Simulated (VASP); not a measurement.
# BN (Qingsongite) (F-43m) in VASP: further runs

BN (Qingsongite) is run at these levels: PBE+D3(BJ), RPBE, PBE, PBEsol; tasks: single point, relaxation of cell and atoms.

Program: VASP 6.6.1. These are calculated values, not measurements. Logs are shortened: lines on timing, memory, paths and dates and some standing lists are left out, and cuts for length are marked.

**Measured values to compare with.**

From a printed reference work, monograph, for a bulk crystal of BN at 300 K: band gap 6.4 eV (indirect).

The runs below are set against these values where they give the same quantity.

## (1) The cell of the first run

The structure is cubic, space group F-43m (No. 216). The conventional cell has a = 3.607 Å, b = 3.607 Å, c = 3.607 Å, α = 90.00°, β = 90.00°, γ = 90.00°. Within 2.1 Å of B (site symmetry -43m) lie 4 N at 1.56 Å. N (site symmetry -43m) has 4 B at 1.56 Å within 2.1 Å.

## (2) Single point, PBE+D3(BJ)

INCAR reads:

```
PREC = Accurate ; ENCUT = 520
EDIFF = 1E-6 ; ISMEAR = 0
SIGMA = 0.01 ; LREAL = False
LASPH = True ; NELM = 100
ALGO = Normal ; ISIF = 2
LWAVE = False ; LCHARG = False
GGA = PE ; IVDW = 12
NBANDS = 11
```

KPOINTS reads:

```
regular mesh
0
Gamma
  10 10 10
```

POSCAR reads:

```
BN
1.0
    0.0000000000      1.8032636883      1.8032636883
    1.8032636883      0.0000000000      1.8032636883
    1.8032636883      1.8032636883      0.0000000000
B N
1 1
Direct
    0.0000000000      0.0000000000      0.0000000000
    0.2500000000      0.2500000000      0.2500000000
```

Potentials or basis: VASP PAW PBE potentials, release 64 (B, N).

Run with:

```bash
$ cat potpaw_PBE.64/B/POTCAR potpaw_PBE.64/N/POTCAR > POTCAR
$ mpirun -np 1 vasp_std > vasp.out
```

OUTCAR:

```text
PREC = Accurate
   ENCUT = 520
   EDIFF = 1E-6
   ISMEAR = 0
   LREAL = False
   LASPH = True
   NELM = 100
   ISIF = 2
   GGA = PE
   IVDW = 12
 IVDW          = 12

 ion  position               nearest neighbor table
   1  0.000  0.000  0.000-   2 1.56   2 1.56   2 1.56   2 1.56
   2  0.250  0.250  0.250-   1 1.56   1 1.56   1 1.56   1 1.56

  LATTYP: Found a face centered cubic cell.
 ALAT       =     3.6065273766

  Lattice vectors:

 A1 = (   0.0000000000,   1.8032636883,   1.8032636883)
 A2 = (   1.8032636883,   0.0000000000,   1.8032636883)
 A3 = (   1.8032636883,   1.8032636883,   0.0000000000)

Analysis of symmetry for initial positions (statically):
=====================================================================
 Subroutine PRICEL returns:
 Original cell was already a primitive cell.

 Routine SETGRP: Setting up the symmetry group for a
 face centered cubic supercell.

 Subroutine GETGRP returns: Found 24 space group operations
 (whereof 24 operations were pure point group operations)
 out of a pool of 48 trial point group operations.

The static configuration has the point symmetry T_d .

Analysis of symmetry for dynamics (positions and initial velocities):
=====================================================================
 Subroutine PRICEL returns:
 Original cell was already a primitive cell.

 Routine SETGRP: Setting up the symmetry group for a
 face centered cubic supercell.

 Subroutine GETGRP returns: Found 24 space group operations
 (whereof 24 operations were pure point group operations)
 out of a pool of 48 trial point group operations.

The dynamic configuration has the point symmetry T_d .

 Subroutine INISYM returns: Found 24 space group operations
 (whereof 24 operations are pure point group operations),
 and found     1 'primitive' translations

----------------------------------------------------------------------------------------

                                     Primitive cell

  volume of cell :      11.7276

  direct lattice vectors                    reciprocal lattice vectors
     0.000000000  1.803263688  1.803263688    -0.277275034  0.277275034  0.277275034
     1.803263688  0.000000000  1.803263688     0.277275034 -0.277275034  0.277275034
     1.803263688  1.803263688  0.000000000     0.277275034  0.277275034 -0.277275034

  length of vectors
     2.550199965  2.550199965  2.550199965     0.480254446  0.480254446  0.480254446

  position of ions in fractional coordinates (direct lattice)
     0.000000000  0.000000000  0.000000000
     0.250000000  0.250000000  0.250000000

  ion indices of the primitive-cell ions
   primitive index   ion index
                 1           1
                 2           2

----------------------------------------------------------------------------------------

 KPOINTS: regular mesh

Automatic generation of k-mesh.
 Grid dimensions read from file:
 generate k-points for:   10   10   10

 Generating k-lattice:

  Cartesian coordinates                     Fractional coordinates (reciprocal lattice)
    -0.027727503  0.027727503  0.027727503     0.100000000  0.000000000  0.000000000
     0.027727503 -0.027727503  0.027727503     0.000000000  0.100000000  0.000000000
     0.027727503  0.027727503 -0.027727503     0.000000000  0.000000000  0.100000000

  Length of vectors
     0.048025445  0.048025445  0.048025445

  Shift w.r.t. Gamma in fractional coordinates (k-lattice)
     0.000000000  0.000000000  0.000000000

 Subroutine IBZKPT returns following result:
 ===========================================

 Found     47 irreducible k-points:

 Following reciprocal coordinates:
            Coordinates               Weight
  0.000000  0.000000  0.000000      1.000000
  0.100000  0.000000  0.000000      8.000000
  0.200000  0.000000  0.000000      8.000000
  0.300000  0.000000  0.000000      8.000000
  0.400000  0.000000  0.000000      8.000000
  0.500000  0.000000  0.000000      4.000000
[... 16 lines left out ...]
  0.300000  0.300000  0.000000      6.000000
  0.400000  0.300000  0.000000     24.000000
 [... further k-points ...]
   k-points           NKPTS =     47   k-points in BZ     NKDIM =     47   number of bands    NBANDS=     11
   number of dos      NEDOS =    301   number of ions     NIONS =      2
   total plane-waves  NPLWV =   8000
   dimension x,y,z NGX =    20 NGY =   20 NGZ =   20
   dimension x,y,z NGXF=    40 NGYF=   40 NGZF=   40
   ions per type =               1   1
   NGX,Y,Z   is equivalent  to a cutoff of  13.04, 13.04, 13.04 a.u.
   NGXF,Y,Z  is equivalent  to a cutoff of  26.08, 26.08, 26.08 a.u.
 SYSTEM =  unknown system
   PREC   = accura    normal or accurate (medium, high low for compatibility)
   ISTART =      0    job   : 0-new  1-cont  2-samecut
   ICHARG =      2    charge: 1-file 2-atom 10-const
   ISPIN  =      1    spin polarized calculation?
   LNONCOLLINEAR =      F non collinear calculations
   LSORBIT =      F    spin-orbit coupling
   LASPH  =      T    aspherical Exc in radial PAW
   ENCUT  =  520.0 eV  38.22 Ry    6.18 a.u.   4.74  4.74  4.74*2*pi/ulx,y,z
   NELM   =    100;   NELMIN=  2; NELMDL= -5     # of ELM steps
   EDIFF  = 0.1E-05   stopping-criterion for ELM
   LREAL  =      F    real-space projection
   EDIFFG = 0.1E-04   stopping-criterion for IOM
   NSW    =      0    number of steps for IOM
   IBRION =     -1    ionic relax: 0-MD 1-quasi-New 2-CG
   NFREE  =      0    steps in history (QN), initial steepest desc. (CG)
   ISIF   =      2    stress and relaxation
   ISYM   =      2    0-nonsym 1-usesym 2-fastsym
   POTIM  = 0.5000    time-step for ionic-motion
   TEBEG  =    0.0;   TEEND  =   0.0 temperature during run
   PSTRESS=    0.0 pullay stress
   NELECT =       8.0000    total number of electrons
   NUPDOWN=      -1.0000    fix difference up-down
   EMIN   =  10.00;   EMAX   =-10.00  energy-range for DOS
   EFERMI =   0.00;   METHOD = LEGACY
   ISMEAR =     0;   SIGMA  =   0.01  broadening in eV -4-tet -1-fermi 0-gaus
   EFERMI_NEDOS =   21; number of points for ismear=-14 and -15
   IALGO  =     38    algorithm
   IMIX   =      4    mixing-type and parameters
     AMIX     =   0.40;   BMIX     =  1.00
     AMIX_MAG =   1.60;   BMIX_MAG =  1.00
  volume/ion in A,a.u.               =       5.86        39.57
  Fermi-wavevector in a.u.,A,eV,Ry     =   1.441127  2.723335 28.257220  2.076847
  Thomas-Fermi vector in A             =   2.559794
   LORBIT       =      0    0 simple, 1 ext, 2 COOP (PROOUT), +10 PAW based schemes
   GGA     = PE    functional components
   LHFCALC =     F    Hartree Fock is set to
   AEXX    =    0.0000 exact exchange contribution
   IVDW    =    12    specifies the selected vdW correction
   LEPSILON=     F    determine dielectric tensor
   LRPA    =     F    only Hartree local field effects (RPA)
 non-spin polarized calculation
 Gauss-broadening in eV      SIGMA  =   0.01
  energy-cutoff  :      520.00
  volume of cell :       11.73
 maximum number of plane-waves:       332
   NGX =  9   NGY =  9   NGZ =  9

 number of electron       7.9999999 magnetization

 Free energy of the ion-electron system (eV)
  ---------------------------------------------------
  ext. energy  EPLUGINS =         0.00000000
  ---------------------------------------------------
  free energy    TOTEN  =       -17.44721556 eV

  energy without entropy =      -17.44721556  energy(sigma->0) =      -17.44721556

 E-fermi :   7.6856     XC(G=0): -12.8569

 val. band max:        7.4898535201   @ k =   0.0000   0.0000   0.0000
 cond. band min:      11.9567165129   @ k =   0.5000   0.5000   0.0000
 fundamental gap:      4.4668629928
 Fermi energy:         7.6856293835

 k-point     1 :       0.0000    0.0000    0.0000
  band No.  band energies     occupation
      1     -12.8211      2.00000
      2       7.4899      2.00000
      3       7.4899      2.00000
      4       7.4899      2.00000
      5      16.3433      0.00000
      6      16.3433      0.00000
      7      16.3433      0.00000
      8      17.9540      0.00000
      9      32.3748      0.00000
     10      35.3442      0.00000
     11      35.3442      0.00000

 k-point     2 :       0.1000    0.0000    0.0000
  band No.  band energies     occupation
      1     -12.5765      2.00000
      2       6.2140      2.00000
      3       7.2339      2.00000
      4       7.2339      2.00000
      5      16.6312      0.00000
      6      16.7306      0.00000
      7      16.7306      0.00000
      8      18.7386      0.00000
      9      32.0605      0.00000
     10      32.7279      0.00000
     11      32.7279      0.00000

 k-point     3 :       0.2000    0.0000    0.0000
  band No.  band energies     occupation
      1     -11.8566      2.00000
      2       3.4851      2.00000
      3       6.6589      2.00000
      4       6.6589      2.00000
      5      17.0241      0.00000
      6      17.5308      0.00000
      7      17.5308      0.00000
      8      20.3903      0.00000
      9      31.2481      0.00000
     10      31.2481      0.00000
     11      31.3324      0.00000

 k-point     4 :       0.3000    0.0000    0.0000
  band No.  band energies     occupation
      1     -10.7186      2.00000
      2       0.5121      2.00000
      3       6.0771      2.00000
      4       6.0771      2.00000
      5      17.3820      0.00000
      6      18.0990      0.00000
      7      18.0990      0.00000
      8      21.7788      0.00000
      9      30.8520      0.00000
     10      31.5096      0.00000
     11      31.5096      0.00000
[... 239 lines left out ...]
 k-point    22 :      -0.2000    0.2000    0.0000
  band No.  band energies     occupation
      1     -10.3425      2.00000
      2       1.2986      2.00000
      3       3.1940      2.00000
      4       6.1845      2.00000
      5      18.1049      0.00000
      6      18.5044      0.00000
      7      19.0465      0.00000
      8      21.3080      0.00000
      9      28.8556      0.00000
     10      29.9309      0.00000
     11      34.4183      0.00000

 k-point    23 :       0.3000    0.3000    0.0000
  band No.  band energies     occupation
      1     -10.0341      2.00000
      2       2.2518      2.00000
      3       3.8000      2.00000
      4       3.8000      2.00000
      5      13.6510      0.00000
      6      18.3258      0.00000
      7      22.3005      0.00000
      8      22.3005      0.00000
      9      26.3513      0.00000
     10      35.0190      0.00000
     11      39.4622      0.00000

 k-point    24 :       0.4000    0.3000    0.0000
  band No.  band energies     occupation
      1      -9.0220      2.00000
      2       0.6859      2.00000
      3       2.9479      2.00000
      4       3.3881      2.00000
      5      13.6091      0.00000
      6      18.1736      0.00000
      7      23.0601      0.00000
      8      23.1511      0.00000
      9      27.3042      0.00000
     10      34.7223      0.00000
     11      39.3973      0.00000

 [... further k-points ...]

------------------------ aborting loop because EDIFF is reached ----------------------------------------

 Edisp (eV)   -0.42132

 E8    (eV) :    -0.1245

  FORCE on cell =-STRESS in cart. coord.  units (eV):
  Direction    XX          YY          ZZ          XY          YZ          ZX
  --------------------------------------------------------------------------------------
  -------------------------------------------------------------------------------------
  Total       0.02103     0.02103     0.02103    -0.00000     0.00000    -0.00000
  in kB       2.87264     2.87264     2.87264    -0.00000     0.00000    -0.00000
  external pressure =        2.87 kB  Pullay stress =        0.00 kB

 VOLUME and BASIS-vectors are now :
 -----------------------------------------------------------------------------
  energy-cutoff  :      520.00
  volume of cell :       11.73
      direct lattice vectors                 reciprocal lattice vectors
     0.000000000  1.803263688  1.803263688    -0.277275034  0.277275034  0.277275034
     1.803263688  0.000000000  1.803263688     0.277275034 -0.277275034  0.277275034
     1.803263688  1.803263688  0.000000000     0.277275034  0.277275034 -0.277275034

 POSITION                                       TOTAL-FORCE (eV/Angst)
 -----------------------------------------------------------------------------------
      0.00000      0.00000      0.00000        -0.000000      0.000000      0.000000
      0.90163      0.90163      0.90163         0.000000     -0.000000     -0.000000
 -----------------------------------------------------------------------------------
    total drift:                                0.000000      0.000000      0.000000

  FREE ENERGIE OF THE ION-ELECTRON SYSTEM (eV)
  ---------------------------------------------------
  free  energy   TOTEN  =       -17.8685399888 eV

  energy  without entropy=      -17.8685399888  energy(sigma->0) =      -17.86853999
```

Run time: 4.2 s. Hardware: 1 thread of Intel Xeon Platinum 8488C (Sapphire Rapids), shared host; peak memory 0.13 GiB.

Results:

| Property | Result |
| --- | --- |
| Free energy | -17.8685 eV |
| Pressure | 0.3 GPa |
| Band gap on the k mesh | 4.47 eV, indirect (least direct gap 8.85 eV) |
| Dispersion energy per atom | -0.211 eV |

## (3) Single point, RPBE

This run uses another cell than the first one, of 6.05 Å³/atom, 1.031 times its volume.

INCAR reads:

```
SYSTEM = BN
  ALGO = Normal
  EDIFF = 1E-6
  ENCUT = 520
  GGA = RP
  ISIF = 2
  ISMEAR = 0
  LASPH = .True.
  LCHARG = .True.
  LELF = .True.
  LREAL = .False.
  LVHAR = .True.
  LWAVE = .False.
  NBANDS = 11
  NELM = 60
  PREC = Accurate
  SIGMA = 0.01
```

KPOINTS reads:

```
k-points
0
Gamma
  10 10 10
  0 0 0
```

POSCAR reads:

```
BN
1.0
    0.0000000000      1.8219005491      1.8219005491
    1.8219005491      0.0000000000      1.8219005491
    1.8219005491      1.8219005491      0.0000000000
B N
1 1
Direct
    0.0000000000      0.0000000000      0.0000000000
    0.2500000000      0.2500000000      0.2500000000
```

Potentials or basis: VASP PAW PBE potentials, release 64 (B, N).

Run with:

```bash
$ cat potpaw_PBE.64/B/POTCAR potpaw_PBE.64/N/POTCAR > POTCAR
$ mpirun -np 1 vasp_std > vasp.out
```

Run time: 4.6 s. Hardware: 1 thread of Intel Xeon Platinum 8488C (Sapphire Rapids), shared host; peak memory 0.12 GiB.

The run converged. Its results:

```yaml
Free_energy: -16.6272 eV
Pressure: 0.2 GPa
Band_gap_on_the_k_mesh: 4.47 eV, indirect (least direct gap 8.76 eV)
```

Levels at points of the mesh, in eV from the valence-band top:
```
           k point  band 1  band 2  band 3  band 4  band 5  band 6  band 7  band 8
(0.00, 0.00, 0.00)  -20.03    0.00    0.00    0.00    8.76    8.76    8.76    9.96
(0.50, 0.00, 0.00)  -15.94  -10.48   -1.89   -1.89    9.83   10.62   10.62   15.11
(0.50, 0.50, 0.00)  -14.61   -8.79   -4.79   -4.79    4.47    9.12   17.67   17.67
```

Caveat: the PAW data sets were made with another functional, which shifts forces and pressure a little.

## (4) Single point, PBE

This run uses another cell than the first one, of 5.95 Å³/atom, 1.015 times its volume.

INCAR reads:

```
SYSTEM = BN
PREC     = Accurate       ! precision mode
ENCUT    = 520            ! plane-wave cutoff, eV
EDIFF    = 1E-6           ! SCF threshold, eV
ISMEAR   = 0              ! smearing method
SIGMA    = 0.01           ! smearing width, eV
LREAL    = .False.        ! projectors in reciprocal space
LASPH    = .True.         ! aspherical terms in the spheres
NELM     = 80             ! most SCF steps
ALGO     = Normal         ! electronic algorithm
ISIF     = 2              ! what is computed and relaxed
LWAVE    = .False.        ! write WAVECAR
LCHARG   = .False.        ! write CHGCAR
GGA      = PE             ! functional
NBANDS   = 11             ! bands
```

KPOINTS reads:

```
regular mesh
0
Gamma
  10 10 10
  0 0 0
```

POSCAR reads:

```
BN
1.0
    0.0000000000      1.8123582634      1.8123582634
    1.8123582634      0.0000000000      1.8123582634
    1.8123582634      1.8123582634      0.0000000000
B N
1 1
Direct
    0.0000000000      0.0000000000      0.0000000000
    0.2500000000      0.2500000000      0.2500000000
```

Run with:

```bash
$ cat potpaw_PBE.64/B/POTCAR potpaw_PBE.64/N/POTCAR > POTCAR
$ mpirun -np 1 vasp_std > vasp.out
```

Wall time 4.3 s (1 thread of Intel Xeon Platinum 8488C (Sapphire Rapids), shared host); peak memory 0.12 GiB.

It converged, with:

| Item | Value |
| --- | --- |
| Free energy | -17.4510 eV |
| Pressure | 0.2 GPa |
| Band gap on the k mesh | 4.45 eV, indirect (least direct gap 8.78 eV) |

Levels at points of the mesh, in eV from the valence-band top:
| k point | band 1 | band 2 | band 3 | band 4 | band 5 | band 6 | band 7 | band 8 |
| --- | --- | --- | --- | --- | --- | --- | --- | --- |
| (0.00, 0.00, 0.00) | -20.14 | 0.00 | 0.00 | 0.00 | 8.78 | 8.78 | 8.78 | 10.22 |
| (0.50, 0.00, 0.00) | -15.96 | -10.62 | -1.93 | -1.93 | 10.04 | 10.66 | 10.66 | 15.17 |
| (0.50, 0.50, 0.00) | -14.60 | -8.86 | -4.86 | -4.86 | 4.45 | 9.19 | 17.79 | 17.79 |

(Continued in part 2 of 2.)
